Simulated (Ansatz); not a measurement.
# MoS2: short molecular dynamics of a 12-atom cell, part 1 of 2

How do the atoms of MoS2 (CdI2 type) move when started on their sites? Runs: PBEsol, 20 steps of 1.5 fs under a Nosé-Hoover thermostat at 450 K; r2SCAN, 20 steps of 1 fs under a Langevin thermostat and barostat at 300 K. The cell is a 2×2×1 supercell of the structure relaxed with r2SCAN+rVV10.

Program: Ansatz 0.2.0. Level of theory: DFT, plane waves, PAW, no spin polarisation. These are calculated values, not measurements.

## Step 1: The system as given

The cell holds 12 atoms (Mo4S8): a = 6.440 Å, b = 6.440 Å, c = 5.945 Å, α = 90.00°, β = 90.00°, γ = 120.00°.

Structure file:

```xyz
12
Lattice="6.4405 0.0000 0.0000 -3.2202 5.5776 0.0000 0.0000 0.0000 5.9450" Properties=species:S:1:pos:R:3 pbc="T T T"
Mo    0.0000    0.0000    0.0000
S     0.0000    1.8592    1.5459
S     1.6101    0.9296    4.3991
Mo   -1.6101    2.7888    0.0000
S    -1.6101    4.6480    1.5459
S     0.0000    3.7184    4.3991
Mo    3.2202    0.0000    0.0000
S     3.2202    1.8592    1.5459
S     4.8304    0.9296    4.3991
Mo    1.6101    2.7888    0.0000
S     1.6101    4.6480    1.5459
S     3.2202    3.7184    4.3991
```

## Step 2: Run 1: PBEsol

Input file input.yaml:

```yaml
crystal:
  lattice:
    - [6.4404749029, 0.0, 0.0]
    - [-3.2202374514, 5.5776148783, 0.0]
    - [0.0, 0.0, 5.9450268322]
  atoms:
    - { symbol: Mo, position: [0.0, 0.0, 0.0] }
    - { symbol: S, position: [0.1666666667, 0.3333333333, 0.2600310812] }
    - { symbol: S, position: [0.3333333333, 0.1666666667, 0.7399689188] }
    - { symbol: Mo, position: [0.0, 0.5, 0.0] }
    - { symbol: S, position: [0.1666666667, 0.8333333333, 0.2600310812] }
    - { symbol: S, position: [0.3333333333, 0.6666666667, 0.7399689188] }
    - { symbol: Mo, position: [0.5, 0.0, 0.0] }
    - { symbol: S, position: [0.6666666667, 0.3333333333, 0.2600310812] }
    - { symbol: S, position: [0.8333333333, 0.1666666667, 0.7399689188] }
    - { symbol: Mo, position: [0.5, 0.5, 0.0] }
    - { symbol: S, position: [0.6666666667, 0.8333333333, 0.2600310812] }
    - { symbol: S, position: [0.8333333333, 0.6666666667, 0.7399689188] }
kpoints:
  mp_grid: { grid: [3, 3, 2] }
hamiltonian:
  xc: pbesol
scf:
  occupations: { method: fermi_dirac, width: 0.039 }
md:
  ensemble: nvt_nose_hoover
  temperature: 450
  timestep: 1.5
  n_steps: 20
  initial_velocities: maxwell_boltzmann
  seed: 5093
```

Started as:

```sh
$ ansatz run input.yaml --threads 4 --pin off --max-ram 3686MiB --backend cpu --events-out ev --progress --plain --runs-dir out
```

Standard output (excerpt; [...] marks lines left out):

```text
Warning: md: disabling space-group detection — thermal motion breaks the input geometry's symmetry, so no spatial operation reduces the k-mesh or symmetrises the density; time reversal is kept, so that k and −k are solved as one point where they differ and the mesh holds both, and exact [...]
Warning: RAYON_NUM_THREADS=4 ignored (pool sized by the plan → 4); use --threads N
[...]
Pseudopotentials: kind: paw
Pseudopotential: Mo, paw, valence charge 14, recommended cutoff 420 eV (normal), Mo.paw.azcp
Pseudopotential: S, paw, valence charge 6, recommended cutoff 420 eV (normal), S.paw.azcp
Functional definition: PBEsol
[...]
Crystal: 12 atoms, lattice volume = 213.560 Å³
Basis set: ecut = 420 eV, 4147 PW (Γ), exchange–correlation on 90×90×80 points (8 copies of the dense FFT grid, shifted against one another)
Bands: 64, of which v1, the nominal top of the filled ones, is band 52 counted from 1 (51 counted from 0)
Symmetry: 1 space group operations
k-points: 10 of 18 (time reversal used)
[...]
SCF iter   1: F=—  HF=-26677.339480 eV  |F-HF|=—  |Δ(HF+E_count)|=         —  Δρ=6.36e-3  dr2=5.90e-2  ethr=1.77e-3  ⟨swp⟩=6.0  Hψ=2396  notcnv=0
[...]
md step     0: t =     0.00 fs  T =   450.0 K  F+E_penalty+E_count = -26677.32626308 eV  E_kin = 0.639837 eV  conserved = -26676.68642608 eV  (7 SCF iters)
[...]
md step     5: t =     7.50 fs  T =   416.7 K  F+E_penalty+E_count = -26677.27864385 eV  E_kin = 0.592429 eV  conserved = -26676.68626479 eV  (3 SCF iters)
[...]
md step     6: t =     9.00 fs  T =   405.0 K  F+E_penalty+E_count = -26677.26196747 eV  E_kin = 0.575850 eV  conserved = -26676.68621411 eV  (3 SCF iters)
SCF iter   1: F=—  HF=-26677.244601 eV  |F-HF|=—  |Δ(HF+E_count)|=         —  Δρ=9.34e-6  dr2=2.37e-7  ethr=4.76e-9  ⟨swp⟩=1.8  Hψ=837  notcnv=0  defer=11
```

## Step 3: The output, continued: nvt_nose_hoover at 450 K

Output, continued (excerpt; [...] marks lines left out):

```text
[...]
SCF iter   2: F=—  HF=-26677.244601 eV  |F-HF|=—  |Δ(HF+E_count)|=   3.97e-8  Δρ=3.03e-6  dr2=1.95e-8  ethr=2.28e-10  ⟨swp⟩=2.0  Hψ=1024  notcnv=0  defer=11
[...]
md step     7: t =    10.50 fs  T =   392.9 K  F+E_penalty+E_count = -26677.24460101 eV  E_kin = 0.558609 eV  conserved = -26676.68615934 eV  (3 SCF iters)
[...]
md step    10: t =    15.00 fs  T =   360.0 K  F+E_penalty+E_count = -26677.19725050 eV  E_kin = 0.511831 eV  conserved = -26676.68599330 eV  (6 SCF iters)
[...]
md step    13: t =    19.50 fs  T =   345.0 K  F+E_penalty+E_count = -26677.17508238 eV  E_kin = 0.490551 eV  conserved = -26676.68588725 eV  (3 SCF iters)
[...]
md step    16: t =    24.00 fs  T =   359.5 K  F+E_penalty+E_count = -26677.19444582 eV  E_kin = 0.511178 eV  conserved = -26676.68587439 eV  (2 SCF iters)
[...]
md step    20: t =    30.00 fs  T =   428.8 K  F+E_penalty+E_count = -26677.29046220 eV  E_kin = 0.609625 eV  conserved = -26676.68598178 eV  (6 SCF iters)
SCF converged after 6 iterations
Free energy (F): -26677.290462 eV
[...]
E sigma→0 (E₀):  -26677.282383 eV
Entropy (-TS):   -0.016159 eV (-1.347 meV/atom)
Fermi energy:    10.792323 eV
[...]
--- Forces (eV/Å), atoms counted from 1 ---
  atom   1  Mo    -0.04995813     0.41520201     0.71448190
  atom   2  S      0.01582657     0.38337295     0.33454262
  atom   3  S      0.73815691     0.26584538    -0.51781167
  atom   4  Mo     0.90826348    -0.30079867    -1.15855299
  atom   5  S     -0.01302775     0.23838588    -0.41433039
  atom   6  S      0.91092365     0.16064283     0.68715649
  atom   7  Mo     0.19406164     0.11454026     0.28895931
  atom   8  S     -1.06673102     0.10793409     0.08901598
[...]
--- MD trajectory: 20 steps, t = 0.0 → 30.0 fs ---
  final state: T = 428.8 K   F+E_penalty+E_count = -26677.29046220 eV   E_kin = 0.609625 eV
  conserved energy: peak-to-peak 5.571e-4 eV (4.642e-5 eV/atom) over 30.0 fs
```

Wall time 68 s (4 threads of Intel Xeon at 2.50GHz (Skylake/Cascade Lake), shared host); peak memory 0.71 GiB.

## Step 4: The trajectory

Every step; energies are changes from step 0; msd is the mean square displacement from the start, the centre of mass held:

```
time (fs)  T (K)  potential energy change (meV/atom)  conserved energy change (meV/atom)  msd Mo (Å²)  msd S (Å²)
      0.0    450                                 0.0                                0.00        0.000       0.000
      1.5    448                                 0.2                                0.00        0.000       0.000
      3.0    443                                 0.8                                0.00        0.000       0.000
      4.5    436                                 1.6                                0.01        0.000       0.000
      6.0    427                                 2.7                                0.01        0.001       0.001
      7.5    417                                 4.0                                0.01        0.001       0.001
      9.0    405                                 5.4                                0.02        0.002       0.001
     10.5    393                                 6.8                                0.02        0.002       0.002
     12.0    381                                 8.2                                0.03        0.003       0.002
     13.5    370                                 9.6                                0.03        0.003       0.003
     15.0    360                                10.8                                0.04        0.004       0.004
     16.5    352                                11.7                                0.04        0.005       0.004
     18.0    347                                12.3                                0.04        0.006       0.005
     19.5    345                                12.6                                0.04        0.007       0.005
     21.0    346                                12.5                                0.05        0.008       0.006
     22.5    351                                12.0                                0.05        0.009       0.006
     24.0    360                                11.0                                0.05        0.011       0.007
     25.5    372                                 9.6                                0.04        0.012       0.007
     27.0    387                                 7.8                                0.04        0.014       0.008
     28.5    407                                 5.6                                0.04        0.015       0.008
     30.0    429                                 3.0                                0.04        0.017       0.009
```

time (fs), T (K) and a bar:
```
      0.0        450 ##############################
      1.5        448 #############################
      3.0        443 ############################
      4.5        436 ##########################
      6.0        427 ########################
      7.5        417 ####################
      9.0        405 #################
     10.5        393 ##############
     12.0        381 ##########
     13.5        370 #######
     15.0        360 ####
     16.5        352 ##
     18.0        347 #
     19.5        345 
     21.0        346 
     22.5        351 ##
     24.0        360 ####
     25.5        372 ########
     27.0        387 ############
     28.5        407 ##################
     30.0        429 ########################
```

Pair distribution over the second half of the run:

```
r (Å)  g Mo–S
 0.68    0.00
 0.84    0.00
 1.00    0.00
 1.16    0.00
 1.32    0.00
 1.48    0.00
 1.64    0.00
 1.80    0.00
 1.96    0.00
 2.12    0.00
 2.28    2.72
 2.44    9.74
 2.60    1.12
```

## Step 5: Positions and forces

Extended XYZ, with forces in eV/Å:

```xyz
12
Lattice="6.440 0.000 0.000 -3.220 5.578 0.000 0.000 0.000 5.945" Properties=species:S:1:pos:R:3:forces:R:3 pbc="T T T" time_fs=3.0 T=443 dE=0.0095
Mo    0.002    0.014   -0.007   -0.014    0.048    0.093
S     0.005    1.849    1.552    0.028    0.076   -0.015
S     1.600    0.929    4.398    0.127    0.060   -0.001
Mo   -1.606    2.778    0.013    0.118   -0.027   -0.195
S    -1.610    4.645    1.547    0.017    0.057   -0.169
S    -0.018    3.715    4.391    0.182    0.032    0.251
Mo    3.216    0.006   -0.004    0.028   -0.012    0.034
S     3.237    1.853    1.548   -0.203    0.018   -0.068
S     4.838    0.941    4.397   -0.107   -0.105    0.064
Mo    1.604    2.784    0.002   -0.042   -0.097   -0.137
S     1.612    4.642    1.539   -0.031    0.043   -0.145
S     3.230    3.725    4.396   -0.104   -0.093    0.289
12
Lattice="6.440 0.000 0.000 -3.220 5.578 0.000 0.000 0.000 5.945" Properties=species:S:1:pos:R:3:forces:R:3 pbc="T T T" time_fs=7.5 T=417 dE=0.0476
Mo    0.004    0.034   -0.018   -0.048    0.128    0.232
S     0.012    1.834    1.561    0.067    0.177    0.101
S     1.586    0.928    4.395    0.319    0.153   -0.152
Mo   -1.600    2.762    0.033    0.308   -0.081   -0.472
S    -1.610    4.640    1.548    0.040    0.133   -0.271
S    -0.043    3.710    4.381    0.431    0.083    0.463
Mo    3.210    0.015   -0.011    0.071   -0.010    0.080
S     3.261    1.843    1.552   -0.495    0.030   -0.011
S     4.848    0.957    4.394   -0.261   -0.245    0.014
Mo    1.595    2.777    0.005   -0.112   -0.258   -0.312
S     1.616    4.634    1.529   -0.073    0.104   -0.211
S     3.244    3.734    4.392   -0.247   -0.213    0.539
12
Lattice="6.440 0.000 0.000 -3.220 5.578 0.000 0.000 0.000 5.945" Properties=species:S:1:pos:R:3:forces:R:3 pbc="T T T" time_fs=12.0 T=381 dE=0.0988
Mo    0.007    0.055   -0.028   -0.091    0.212    0.369
S     0.020    1.820    1.571    0.093    0.258    0.211
S     1.574    0.927    4.392    0.498    0.235   -0.306
Mo   -1.593    2.745    0.051    0.498   -0.151   -0.717
S    -1.609    4.636    1.547    0.054    0.195   -0.349
S    -0.066    3.706    4.374    0.638    0.133    0.627
Mo    3.204    0.024   -0.017    0.114    0.015    0.121
S     3.282    1.833    1.555   -0.754    0.031    0.063
S     4.857    0.971    4.392   -0.395   -0.358   -0.044
Mo    1.586    2.770    0.007   -0.189   -0.427   -0.443
S     1.619    4.626    1.517   -0.103    0.161   -0.252
S     3.256    3.741    4.392   -0.364   -0.306    0.722
12
Lattice="6.440 0.000 0.000 -3.220 5.578 0.000 0.000 0.000 5.945" Properties=species:S:1:pos:R:3:forces:R:3 pbc="T T T" time_fs=15.0 T=360 dE=0.1290
Mo    0.008    0.069   -0.034   -0.116    0.276    0.457
S     0.026    1.811    1.578    0.103    0.300    0.277
S     1.567    0.928    4.388    0.602    0.279   -0.402
Mo   -1.588    2.734    0.063    0.616   -0.205   -0.856
S    -1.608    4.634    1.545    0.058    0.226   -0.385
S    -0.080    3.703    4.371    0.748    0.161    0.702
Mo    3.200    0.030   -0.021    0.139    0.045    0.146
S     3.293    1.827    1.558   -0.895    0.030    0.111
S     4.862    0.979    4.390   -0.469   -0.413   -0.086
Mo    1.579    2.764    0.008   -0.249   -0.540   -0.506
S     1.620    4.621    1.509   -0.113    0.195   -0.264
S     3.264    3.746    4.395   -0.424   -0.353    0.805
12
Lattice="6.440 0.000 0.000 -3.220 5.578 0.000 0.000 0.000 5.945" Properties=species:S:1:pos:R:3:forces:R:3 pbc="T T T" time_fs=18.0 T=347 dE=0.1478
Mo    0.010    0.084   -0.040   -0.132    0.341    0.540
S     0.032    1.803    1.586    0.103    0.331    0.331
S     1.562    0.929    4.384    0.686    0.310   -0.482
Mo   -1.583    2.723    0.073    0.719   -0.261   -0.971
S    -1.608    4.633    1.542    0.055    0.249   -0.410
S    -0.091    3.701    4.370    0.834    0.181    0.749
Mo    3.196    0.036   -0.025    0.160    0.080    0.171
S     3.302    1.821    1.560   -1.004    0.030    0.150
S     4.865    0.987    4.388   -0.526   -0.453   -0.125
Mo    1.573    2.758    0.009   -0.316   -0.649   -0.548
S     1.621    4.617    1.499   -0.114    0.228   -0.265
S     3.270    3.749    4.399   -0.467   -0.387    0.859
12
Lattice="6.440 0.000 0.000 -3.220 5.578 0.000 0.000 0.000 5.945" Properties=species:S:1:pos:R:3:forces:R:3 pbc="T T T" time_fs=22.5 T=351 dE=0.1434
Mo    0.012    0.106   -0.048   -0.128    0.408    0.643
S     0.041    1.793    1.600    0.087    0.363    0.374
S     1.558    0.933    4.375    0.764    0.326   -0.555
Mo   -1.573    2.705    0.088    0.838   -0.315   -1.093
S    -1.606    4.632    1.536    0.040    0.266   -0.430
S    -0.103    3.699    4.373    0.915    0.193    0.773
Mo    3.191    0.046   -0.031    0.183    0.115    0.210
S     3.311    1.812    1.565   -1.102    0.043    0.173
S     4.868    0.995    4.384   -0.577   -0.484   -0.163
Mo    1.562    2.748    0.009   -0.415   -0.776   -0.578
S     1.623    4.612    1.484   -0.098    0.273   -0.251
S     3.276    3.751    4.410   -0.505   -0.412    0.897
12
Lattice="6.440 0.000 0.000 -3.220 5.578 0.000 0.000 0.000 5.945" Properties=species:S:1:pos:R:3:forces:R:3 pbc="T T T" time_fs=27.0 T=387 dE=0.0932
Mo    0.013    0.129   -0.055   -0.090    0.423    0.705
S     0.051    1.786    1.616    0.050    0.379    0.366
S     1.559    0.939    4.363    0.773    0.303   -0.556
Mo   -1.562    2.687    0.100    0.903   -0.317   -1.155
S    -1.605    4.633    1.527    0.012    0.258   -0.428
S    -0.110    3.698    4.380    0.933    0.182    0.741
Mo    3.186    0.055   -0.036    0.194    0.117    0.255
S     3.313    1.803    1.571   -1.112    0.076    0.141
S     4.866    1.001    4.379   -0.587   -0.486   -0.174
Mo    1.551    2.736    0.007   -0.498   -0.840   -0.567
S     1.624    4.609    1.467   -0.064    0.314   -0.222
S     3.280    3.752    4.427   -0.514   -0.411    0.893
12
Lattice="6.440 0.000 0.000 -3.220 5.578 0.000 0.000 0.000 5.945" Properties=species:S:1:pos:R:3:forces:R:3 pbc="T T T" time_fs=30.0 T=429 dE=0.0358
Mo    0.014    0.145   -0.058   -0.050    0.415    0.714
S     0.058    1.782    1.628    0.016    0.383    0.335
S     1.562    0.944    4.353    0.738    0.266   -0.518
Mo   -1.553    2.674    0.107    0.908   -0.301   -1.159
S    -1.604    4.635    1.520   -0.013    0.238   -0.414
S    -0.112    3.698    4.387    0.911    0.161    0.687
Mo    3.183    0.062   -0.039    0.194    0.115    0.289
S     3.310    1.797    1.575   -1.067    0.108    0.089
S     4.864    1.003    4.375   -0.567   -0.471   -0.167
Mo    1.542    2.728    0.006   -0.535   -0.856   -0.531
S     1.624    4.608    1.455   -0.033    0.336   -0.196
S     3.280    3.751    4.441   -0.502   -0.394    0.870
```

## Step 6: Run 2: r2SCAN

Changes to input.yaml since step 2:

```diff
@@ -21,11 +21,11 @@
 hamiltonian:
-  xc: pbesol
+  xc: r2scan
 scf:
-  occupations: { method: fermi_dirac, width: 0.039 }
+  occupations: { method: fermi_dirac, width: 0.026 }
 md:
-  ensemble: nvt_nose_hoover
-  temperature: 450
-  timestep: 1.5
+  ensemble: npt_langevin
+  temperature: 300
+  timestep: 1.0
   n_steps: 20
   initial_velocities: maxwell_boltzmann
-  seed: 5093
+  seed: 8038
```

Started as:

```sh
$ ansatz run input.yaml --threads 4 --pin off --max-ram 3686MiB --backend cpu --events-out ev --progress --plain --runs-dir out
```

Standard output (excerpt; [...] marks lines left out):

```text
Warning: md: disabling space-group detection — thermal motion breaks the input geometry's symmetry, so no spatial operation reduces the k-mesh or symmetrises the density; time reversal is kept, so that k and −k are solved as one point where they differ and the mesh holds both, and exact [...]
Warning: RAYON_NUM_THREADS=4 ignored (pool sized by the plan → 4); use --threads N
[...]
Pseudopotentials: kind: paw
Pseudopotential: Mo, paw, valence charge 14, recommended cutoff 500 eV (meta_gga), Mo.paw.azcp
Pseudopotential: S, paw, valence charge 6, recommended cutoff 500 eV (meta_gga), S.paw.azcp
Functional definition: r2SCAN
[...]
Crystal: 12 atoms, lattice volume = 213.560 Å³
Basis set: ecut = 500 eV (smoothed over ±3.0 %; plane waves to 520.2 eV, density to 2080.8 eV), 5753 PW (Γ), exchange–correlation on 192×192×180 points (64 copies of the dense FFT grid, shifted against one another)
Bands: 64, of which v1, the nominal top of the filled ones, is band 52 counted from 1 (51 counted from 0)
Symmetry: 1 space group operations
k-points: 10 of 18 (time reversal used)
[...]
SCF iter   1: F=—  HF=-27125.131242 eV  |F-HF|=—  |Δ(HF+E_count)|=         —  Δρ=1.25e-2  dr2=7.21e-1  dr2_τ=2.03e-1  ethr=1.77e-3  ⟨swp⟩=6.0  Hψ=2373  notcnv=0  defer=3
[...]
md step     0: t =     0.00 fs  T =   275.0 K  F+E_penalty+E_count = -27125.15696639 eV  E_kin = 0.426558 eV  conserved = -27124.86907642 eV  P_inst = 1.3991 GPa  V = 213.5602 Å³  selection 1  (10 SCF iters)
[...]
md step     1: t =     1.00 fs  T =   279.7 K  F+E_penalty+E_count = -27125.15604193 eV  E_kin = 0.433790 eV  conserved = -27124.86908163 eV  P_inst = 1.3792 GPa  V = 213.5880 Å³  selection 1  (9 SCF iters)
[...]
SCF iter   1: F=—  HF=-27125.151952 eV  |F-HF|=—  |Δ(HF+E_count)|=         —  Δρ=3.72e-4  dr2=2.50e-4  dr2_τ=2.83e-3  ethr=3.54e-7  ⟨swp⟩=3.1  Hψ=3059  notcnv=0
[...]
```

## Step 7: More of the same log: npt_langevin at 300 K

The log, continued (excerpt; [...] marks lines left out):

```text
SCF iter   2: F=—  HF=-27125.153351 eV  |F-HF|=—  |Δ(HF+E_count)|=   1.40e-3  Δρ=2.60e-4  dr2=1.43e-4  dr2_τ=1.13e-5  ethr=2.40e-7  ⟨swp⟩=2.0  Hψ=1144  notcnv=0
[...]
md step     2: t =     2.00 fs  T =   267.3 K  F+E_penalty+E_count = -27125.15353402 eV  E_kin = 0.414576 eV  conserved = -27124.86905357 eV  P_inst = 1.3310 GPa  V = 213.6611 Å³  selection 1  (9 SCF iters)
[...]
md step     6: t =     6.00 fs  T =   274.0 K  F+E_penalty+E_count = -27125.12790142 eV  E_kin = 0.425062 eV  conserved = -27124.86907848 eV  P_inst = 0.8405 GPa  V = 214.5366 Å³  selection 1  (5 SCF iters)
[...]
md step    10: t =    10.00 fs  T =   243.4 K  F+E_penalty+E_count = -27125.07410888 eV  E_kin = 0.377469 eV  conserved = -27124.86900780 eV  P_inst = 0.2864 GPa  V = 215.5056 Å³  selection 1  (9 SCF iters)
[...]
  atom   4  Mo    -0.61331231    -0.02905587    -0.40031898
  atom   5  S      0.89137918    -0.71275519     0.59199461
  atom   6  S     -0.11660448    -1.14732509     0.24789687
  atom   7  Mo     0.34246684     0.81066818    -0.45594147
  atom   8  S     -0.25819946     0.53959490    -0.03460178
[...]
--- Stress (GPa, compression-positive) ---
        1.192259      -0.400711       1.203963
       -0.400711      -0.164194      -1.562041
        1.203963      -1.562041       0.814802
  P = ⅓ Tr σ = 0.6143 GPa (6.143 kbar)
--- MD trajectory: 20 steps, t = 0.0 → 20.0 fs ---
  final state: T = 218.5 K   F+E_penalty+E_count = -27124.93333882 eV   E_kin = 0.338972 eV
  conserved energy: peak-to-peak 1.987e-4 eV (1.656e-5 eV/atom) over 20.0 fs
  cell: V = 215.9912 Å³ at the end; means of 21 rows, the approach among them: V = 215.0527 Å³, P_inst = 0.7313 GPa
  mean static stress (GPa): xx 0.8476  yy 0.1638  zz 0.6055  yz -0.8255  xz 0.5287  xy -0.1931
  the result is of one more SCF, on plane waves selected at the last cell: its energy does not rank with the rows'
```

Run time: 5.1 min. Hardware: 4 threads of Intel Xeon at 2.50GHz (Skylake/Cascade Lake), shared host; peak memory 1.1 GiB.

(Continued in part 2 of 2.)
